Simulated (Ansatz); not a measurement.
# TaAs (I4_1md) in Ansatz: a series of runs

The runs below take TaAs through relaxation of the atoms, with PBE.

Everything below comes from runs of Ansatz 0.2.0. Logs are shortened: lines on timing, memory, paths and dates and some standing lists are left out, and cuts for length are marked.

### 1 The structure

The structure is tetragonal, space group I4_1md (No. 109). Conventional cell: a = 3.444 Å, b = 3.444 Å, c = 11.736 Å, α = 90.00°, β = 90.00°, γ = 90.00°. Around Ta (site symmetry 2mm) lie 6 As at 2.61 to 2.62 Å. Around As (site symmetry 2mm) lie 6 Ta at 2.61 to 2.62 Å.

The cell is a database's computed one.

### 2 Relaxation of the atoms, PBE, 17.39 Å³/atom

Contents of input.yaml:

```yaml
crystal:
  lattice:
    - [-1.7562496294, 1.7562496294, 5.8679415361]
    - [1.7562496294, -1.7562496294, 5.8679415361]
    - [1.687377095, 1.687377095, -5.8679415361]
  atoms:
    - { symbol: Ta, position: [0.4999673, 0.4999673, 0.0] }
    - { symbol: Ta, position: [0.2499673, 0.7499673, 0.5] }
    - { symbol: As, position: [0.08263212, 0.08263212, 0.0] }
    - { symbol: As, position: [0.83263212, 0.33263212, 0.5] }
hamiltonian:
  xc: pbe
  pseudopotentials: { kind: paw }
kpoints:
  mp_grid: { grid: [9, 9, 9] }
scf:
  occupations: { method: fermi_dirac, width: 0.05 }
output:
  forces: true
  stress: true
  eigenvalues: true
  write_density: true
  write_potential: true
  elf: true
  volumetric_format: npy
relax:
  f_tol: 0.01
  max_steps: 40
```

Potentials or basis: Ansatz PAW.

Started as:

```bash
$ ansatz run input.yaml --threads 2 --pin off --max-ram 5632MiB --backend cpu --events-out ev --progress --plain --runs-dir out
```

The log of the run:

```text
Warning: output.stress: scf.convergence.dr2_threshold = 1e-7 eV (the SCF's general default) is looser than the 4e-10 eV advised for a printed stress (1e-10 eV for each atom of the cell: 4). What an SCF threshold leaves in a stress goes as its square root, and in the free energy as the threshold itself, and one threshold admits the most on a small cell: of the crystals measured, under no hybrid functional and no lock of the moments, on runs that ended without the residual-converged pass, on stresses that held no estimate of that error, the worst erred by over 100 MPa in a component at 1e-7 eV an atom and by under 5 at 1e-10. Every solve of this run answers to scf.convergence.dr2_threshold, and the tensor of one is reported: a single SCF on the reported geometry and on this run's grids (its basis.xc_grid and basis.ecutrho_ratio typed), with scf.convergence.dr2_threshold at 4e-10 eV or tighter, prints it and tightens no other solve. Else set scf.convergence.dr2_threshold to 4e-10 eV or tighter. The threshold is an SCF's pass mark: one that does not reach it within its budget of iterations ends unconverged, or closes short of it on a stop that the run arms, and scf.convergence.dr2_threshold's page says what that costs each kind of run
Warning: RAYON_NUM_THREADS=2 ignored (pool sized by the plan → 2); use --threads N
basis.fft_grid_basis auto: the FFT boxes are laid along the combinations [[1, -1, 0], [0, 1, 0], [1, 0, 1]] of the cell's own vectors, 4.967, 6.372 and 3.444 Å long. The dense box has 36×45×24 points. Along the cell's own vectors, as sized, it would have 45×45×45, 2.34 times as many. Of the 4 symmetry operations that the crystal satisfies within crystal.symmetry.tolerance (time reversal apart; of a slab, those that keep its plane) the dense box along the cell's own vectors carries 4, and the one as laid loses 3 of those. basis.fft_grid_basis: typed keeps the cell's own vectors: state it where this run's energies or levels are differenced outside the engine with another run's, or held beside a run that keeps those vectors. Those combinations have planes normal to reciprocal vector 3, as the cell's own vectors have. Each planar average written beside output.write_density, output.write_potential has a row for each plane of the box: 24. The volumetric files lie along those combinations, not along the cell's own vectors: a cube or XSF file states them, and fields.json those of NumPy files.
Engine: ansatz 0.2.0, aarch64-unknown-linux-gnu
Pseudopotentials: kind: paw
Pseudopotential: Ta, paw, valence charge 13, recommended cutoff 420 eV (normal), Ta.paw.azcp
Pseudopotential: As, paw, valence charge 15, recommended cutoff 420 eV (normal), As.paw.azcp
Functional definition: PBE
  parameter kappa = 0.804
  parameter beta = 0.06672455060314922
  exchange = pbe_x(kappa = kappa, mu = beta*pi^2/3)
  correlation = pbe_c(beta = beta)
Crystal: 4 atoms, lattice volume = 69.558 Å³
Basis set: ecut = 420 eV, 1381 PW (Γ), FFT grids on a1−a2, a2, a1+a3, exchange–correlation on 72×90×48 points (8 copies of the dense FFT grid, shifted against one another)
Bands: 34, of which v1, the nominal top of the filled ones, is band 28 counted from 1 (27 counted from 0)
Symmetry: 4 space group operations
Space group: Fdd2 (ITA 43), of the structure as read, at distance tolerance 4.1e-5 Å
k-points: 125 of 729 (time reversal used)
Non-local potential: Ta, projectors of the file, l = 0: 3, l = 1: 2, l = 2: 2, l = 3: 1
Non-local potential: As, projectors of the file, l = 0: 2, l = 1: 2, l = 2: 3, l = 3: 1
PAW form: soft (Blöchl's): semilocal exchange-correlation on the pseudo side does not see the compensation charge
PAW one-centre angular grid: Ta, 590 points (default); XC on 64 Gauss nodes
PAW one-centre angular grid: As, 590 points (default); XC on 64 Gauss nodes
Initial density: superposition of atomic densities (neutral atoms: chi_scale 0, normalization atom), corrected by the library's trained network
Initial wavefunctions: pseudopotential atomic-orbital guess
Functional: x = pbe(κ = 0.804, μ = 0.2195149727645171), c = pbe(β = 0.06672455060314922)
SCF iter   1: F=—  HF=-29578.882449 eV  |F-HF|=—  |Δ(HF+E_count)|=         —  Δρ=7.51e-3  dr2=3.44e-2  ethr=1.77e-3  ⟨swp⟩=5.9  Hψ=16992  notcnv=0
preconditioner: auto → Kerker (q_TF=auto, 2.631 Å⁻¹)  [metal: Δε(μ)=0.034 eV  Ē_g=7.538 eV  σ=0.050 eV  W_gap=0.17  n_scr=22 (ndim 8)  ℏωp=19.9 eV  f_vac=0.000  D(μ)=0.68/eV (n_scr^D=2)]
SCF iter   2: F=—  HF=-29578.878959 eV  |F-HF|=—  |Δ(HF+E_count)|=   3.49e-3  Δρ=4.18e-3  dr2=8.89e-3  ethr=6.15e-5  ⟨swp⟩=1.5  Hψ=5347  notcnv=0  defer=4
SCF iter   3: F=—  HF=-29578.878951 eV  |F-HF|=—  |Δ(HF+E_count)|=   8.35e-6  Δρ=9.36e-4  dr2=4.80e-4  ethr=1.59e-5  ⟨swp⟩=3.0  Hψ=7428  notcnv=0  defer=4
SCF iter   4: F=—  HF=-29578.878794 eV  |F-HF|=—  |Δ(HF+E_count)|=   1.56e-4  Δρ=3.96e-4  dr2=1.32e-4  ethr=8.57e-7  ⟨swp⟩=2.0  Hψ=7374  notcnv=0  defer=4
SCF iter   5: F=—  HF=-29578.878772 eV  |F-HF|=—  |Δ(HF+E_count)|=   2.27e-5  Δρ=9.24e-5  dr2=1.00e-5  ethr=2.36e-7  ⟨swp⟩=2.0  Hψ=5007  notcnv=0  defer=4
SCF iter   6: F=-29578.878769 eV  HF=-29578.878769 eV  |F-HF|=3.10e-8  |Δ(HF+E_count)|=   2.57e-6  Δρ=1.77e-5  dr2=2.60e-7  ethr=4.46e-9  ⟨swp⟩=12.4  Hψ=36284  notcnv=0
SCF 1 converged in 6 iterations: F = -29578.878769 eV  dr2 = 2.60e-7
relax step   1: F+E_penalty+E_count = -29578.87876905 eV  Δ(F+E_penalty+E_count) = +0.000e0 eV  max|allowed force component| = 2.062e-2 eV/Å  Δτ_max = 0.0000 Å  (6 SCF iters, dr2 threshold 2.50e-6 eV, accepted)
Initial density: handed on by an earlier stage of this run
Initial wavefunctions: those handed on with the density
iter 1 solved again at ethr=1.28e-8 eV; its pass at ethr=3.10e-3 eV (dr2=7.16e-6 eV) is discarded
SCF iter   1: F=—  HF=-29578.878793 eV  |F-HF|=—  |Δ(HF+E_count)|=         —  Δρ=1.22e-4  dr2=6.94e-6  ethr=1.28e-8  ⟨swp⟩=2.0  Hψ=12720  notcnv=0  defer=19
preconditioner: auto → Kerker (q_TF=auto, 2.631 Å⁻¹)  [metal: Δε(μ)=0.046 eV  Ē_g=7.494 eV  σ=0.050 eV  W_gap=0.22  n_scr=22 (ndim 8)  ℏωp=19.9 eV  f_vac=0.000  D(μ)=0.71/eV (n_scr^D=2)]
SCF iter   2: F=—  HF=-29578.878790 eV  |F-HF|=—  |Δ(HF+E_count)|=   2.56e-6  Δρ=7.43e-5  dr2=2.83e-6  ethr=1.24e-8  ⟨swp⟩=1.0  Hψ=4160  notcnv=0  defer=19
iter 3 did not close the SCF: its close was put off for the readings that it lacked (scf_convergence_deferred on its scf_iter line)
SCF iter   3: F=-29578.878790 eV  HF=-29578.878790 eV  |F-HF|=8.17e-9  |Δ(HF+E_count)|=   5.90e-7  Δρ=7.59e-6  dr2=2.99e-8  ethr=5.05e-9  ⟨swp⟩=2.0  Hψ=5167  notcnv=0  defer=19
iter 4 did not close the SCF: its close was put off for the readings that it lacked (scf_convergence_deferred on its scf_iter line)
SCF iter   4: F=-29578.878790 eV  HF=-29578.878790 eV  |F-HF|=5.69e-9  |Δ(HF+E_count)|=   3.64e-9  Δρ=1.86e-6  dr2=3.14e-9  ethr=5.33e-11  ⟨swp⟩=2.0  Hψ=7274  notcnv=0  defer=19
iter 5 did not close the SCF: its close was put off for the readings that it lacked (scf_convergence_deferred on its scf_iter line)
SCF iter   5: F=-29578.878790 eV  HF=-29578.878790 eV  |F-HF|=1.93e-10  |Δ(HF+E_count)|=   2.31e-9  Δρ=9.54e-7  dr2=7.41e-10  ethr=5.61e-12  ⟨swp⟩=2.0  Hψ=7350  notcnv=0  defer=19
SCF iter   6: F=-29578.878790 eV  HF=-29578.878790 eV  |F-HF|=2.55e-11  |Δ(HF+E_count)|=  4.73e-11  Δρ=2.84e-7  dr2=7.22e-11  ethr=1.32e-12  ⟨swp⟩=6.2  Hψ=22808  notcnv=0
SCF 2 converged in 6 iterations: F = -29578.878790 eV  dr2 = 7.22e-11
relax step   2: F+E_penalty+E_count = -29578.87878966 eV  Δ(F+E_penalty+E_count) = -2.060e-5 eV  max|allowed force component| = 1.344e-2 eV/Å  Δτ_max = 0.0014 Å  (6 SCF iters, accepted)
SCF iter   1: F=—  HF=-29578.878807 eV  |F-HF|=—  |Δ(HF+E_count)|=         —  Δρ=4.79e-5  dr2=1.05e-6  ethr=1.92e-8  ⟨swp⟩=3.8  Hψ=10720  notcnv=0
preconditioner: auto → Kerker (q_TF=auto, 2.631 Å⁻¹)  [metal: Δε(μ)=0.045 eV  Ē_g=7.494 eV  σ=0.050 eV  W_gap=0.21  n_scr=22 (ndim 8)  ℏωp=19.9 eV  f_vac=0.000  D(μ)=0.71/eV (n_scr^D=2)]
SCF iter   2: F=—  HF=-29578.878805 eV  |F-HF|=—  |Δ(HF+E_count)|=   1.77e-6  Δρ=2.90e-5  dr2=4.22e-7  ethr=1.88e-9  ⟨swp⟩=1.0  Hψ=5250  notcnv=0
iter 3 did not close the SCF: its close was put off for the readings that it lacked (scf_convergence_deferred on its scf_iter line)
SCF iter   3: F=-29578.878805 eV  HF=-29578.878805 eV  |F-HF|=8.29e-10  |Δ(HF+E_count)|=   9.34e-8  Δρ=2.76e-6  dr2=3.33e-9  ethr=7.53e-10  ⟨swp⟩=2.0  Hψ=5363  notcnv=0
iter 4 did not close the SCF: its close was put off for the readings that it lacked (scf_convergence_deferred on its scf_iter line)
SCF iter   4: F=-29578.878805 eV  HF=-29578.878805 eV  |F-HF|=5.71e-10  |Δ(HF+E_count)|=  1.75e-10  Δρ=5.76e-7  dr2=2.09e-10  ethr=5.94e-12  ⟨swp⟩=2.0  Hψ=7376  notcnv=0
iter 5 did not close the SCF: its close was put off for the readings that it lacked (scf_convergence_deferred on its scf_iter line)
SCF iter   5: F=-29578.878805 eV  HF=-29578.878805 eV  |F-HF|=7.28e-12  |Δ(HF+E_count)|=  2.62e-10  Δρ=2.91e-7  dr2=4.33e-11  ethr=1.00e-12  ⟨swp⟩=2.0  Hψ=7202  notcnv=0
SCF iter   6: F=-29578.878805 eV  HF=-29578.878805 eV  |F-HF|=0.00e0  |Δ(HF+E_count)|=  7.28e-12  Δρ=8.37e-8  dr2=4.52e-12  ethr=1.00e-12  ⟨swp⟩=5.5  Hψ=19126  notcnv=0
SCF 3 converged in 6 iterations: F = -29578.878805 eV  dr2 = 4.52e-12
relax step   3: F+E_penalty+E_count = -29578.87880476 eV  Δ(F+E_penalty+E_count) = -1.510e-5 eV  max|allowed force component| = 1.049e-5 eV/Å  Δτ_max = 0.0006 Å  (6 SCF iters, accepted)
SCF converged after 6 iterations
Free energy (F): -29578.878805 eV
Harris-Foulkes:  -29578.878805 eV  (|F-HF|=0.00e0)
Internal energy: -29578.872938 eV  (E = F + TS)
E sigma→0 (E₀):  -29578.875871 eV
Entropy (-TS):   -0.005867 eV (-1.467 meV/atom)
Fermi energy:    17.061077 eV
--- Per-component energies (eV) ---
  E_band       = -551.778694
  E_kinetic    = 943.814091
  E_local      = -4048.244295  (includes V_loc(G=0)·N_el)
  E_nonlocal   = -1311.115798
  E_hartree    = 2100.187724
  E_xc         = -598.391815
  E_vxc        = -570.987131  (∫ρ·V_xc dr)
  E_paw        = -20465.881408  (= ΣΔE_a)
  E_vpaw       = 234.378692  (= ΣTr[D̂ρ^β])
  E_aug_tail   = 0.000296  (compensation charges beyond the density's cutoff)
  E_ewald      = -6199.241734
  E_smearing   = -0.005867  (= −TS)
  E_closure    = 0.000000  (closes the sum)
  Σ components = -29578.878805   (vs F -29578.878805, Δ=0.00e0)
--- Forces (eV/Å), atoms counted from 1 ---
  atom   1  Ta     0.00000000    -0.00000000     0.00001044
  atom   2  Ta     0.00000000    -0.00000000     0.00001044
  atom   3  As    -0.00000000    -0.00000000    -0.00001054
  atom   4  As     0.00000000     0.00000000    -0.00001054
  max |Σ_I F_I| component: 1.95e-7 eV/Å
--- Stress (GPa, compression-positive) ---
        3.037789       7.399953      -0.000000
        7.399953       3.037789      -0.000000
       -0.000000      -0.000000       1.801348
  P = ⅓ Tr σ = 2.6256 GPa (26.256 kbar)
--- Band table (eV; the first three rows and the last of 125) ---
  k-point 0: bands = ["-51.2597", "-51.2496", "-18.7027", "-18.6899", "-18.6645", "-18.6607", "-18.6514", "-18.6500", "-18.6489", "-18.6451", "-18.6432", "-18.6348", "-17.8601", "-17.7990", "-17.7882", "-17.6638", "-17.6628", "-17.6133", "3.0552", "5.5539", "10.0787", "13.9410", "14.4353", "14.7227", "14.7397", "15.1115", "15.2327", "15.6365", "17.9409", "18.5940", "19.3952", "19.9284", "20.3129", "20.4246"]
  k-point 1: bands = ["-51.2584", "-51.2489", "-18.7045", "-18.6957", "-18.6659", "-18.6593", "-18.6587", "-18.6530", "-18.6453", "-18.6438", "-18.6375", "-18.6353", "-17.8512", "-17.8109", "-17.8058", "-17.6813", "-17.6714", "-17.6140", "3.3970", "5.6805", "10.3023", "13.3225", "14.0255", "14.1020", "14.2223", "15.1021", "15.8010", "15.8392", "17.5572", "18.0495", "19.5883", "19.7954", "20.1227", "20.4172"]
  k-point 2: bands = ["-51.2549", "-51.2472", "-18.7107", "-18.6998", "-18.6774", "-18.6730", "-18.6568", "-18.6529", "-18.6431", "-18.6394", "-18.6345", "-18.6328", "-17.8685", "-17.8431", "-17.7986", "-17.7245", "-17.6943", "-17.6159", "4.2831", "5.9034", "11.0726", "11.9483", "12.7336", "13.2373", "13.5508", "15.2533", "16.1087", "16.3867", "17.1423", "17.8186", "19.1979", "20.0077", "20.5803", "20.7508"]
  k-point 124: bands = ["-51.2543", "-51.2540", "-18.7043", "-18.7039", "-18.6585", "-18.6570", "-18.6558", "-18.6509", "-18.6457", "-18.6421", "-18.6383", "-18.6369", "-17.8305", "-17.8007", "-17.7356", "-17.7330", "-17.6674", "-17.6473", "4.1714", "4.2000", "12.3802", "12.4768", "13.5916", "13.9873", "14.2159", "14.7352", "15.6598", "16.4140", "17.8497", "18.8602", "18.9440", "19.4065", "20.0794", "20.3606"]
--- Relaxed structure (3 steps of the walk, 3 accepted, 0 SCFs on fresh bases) ---
  F+E_penalty+E_count = -29578.87880476 eV   max|allowed force component| = 1.049e-5 eV/Å
  atoms:
    - { symbol: Ta, position: [0.4998936174416423, 0.4998936174416423, 4.267168714440768e-20] }
    - { symbol: Ta, position: [0.24989361744164232, 0.7498936174416423, 0.49999999999999994] }
    - { symbol: As, position: [0.0827058025583576, 0.0827058025583576, -4.26716871444076e-20] }
    - { symbol: As, position: [0.8327058025583576, 0.3327058025583575, 0.49999999999999994] }
```

Run time: 62 s. Hardware: 2 threads of Arm Neoverse V1, shared host; peak memory 0.52 GiB.

Results:

| Property | Result |
| --- | --- |
| Free energy | -29578.8788 eV |
| Energy gained by relaxing | 0.0 meV/atom |
| Ionic steps | 3 |
| Pressure after relaxing | 2.6 GPa |
| Band gap on the k mesh | none (metal or under the smearing width) |

Caveat: the thresholds are loose for stress.

### 3 Relaxation of the atoms, PBE, 17.39 Å³/atom

Changes to input.yaml since step 2:

```diff
@@ -2,5 +2,5 @@
   lattice:
-    - [-1.7562496294, 1.7562496294, 5.8679415361]
-    - [1.7562496294, -1.7562496294, 5.8679415361]
-    - [1.687377095, 1.687377095, -5.8679415361]
+    - [-1.7390314958, 1.7390314958, 5.8679415361]
+    - [1.7390314958, -1.7390314958, 5.8679415361]
+    - [1.7045952286, 1.7045952286, -5.8679415361]
   atoms:
```

Potentials or basis: Ansatz PAW.

Started as:

```bash
$ ansatz run input.yaml --threads 2 --pin off --max-ram 5632MiB --backend cpu --events-out ev --progress --plain --runs-dir out
```

It took 43 s on 2 threads of Arm Neoverse V1, shared host; peak memory 0.52 GiB.

It converged, with:

| Property | Result |
| --- | --- |
| Free energy | -29578.9275 eV |
| Energy gained by relaxing | 0.0 meV/atom |
| Ionic steps | 2 |
| Pressure after relaxing | 2.3 GPa |
| Largest force after relaxing | 0.008 eV/Å |
| Band gap on the k mesh | none (metal or under the smearing width) |

Caveat: the thresholds are loose for stress.
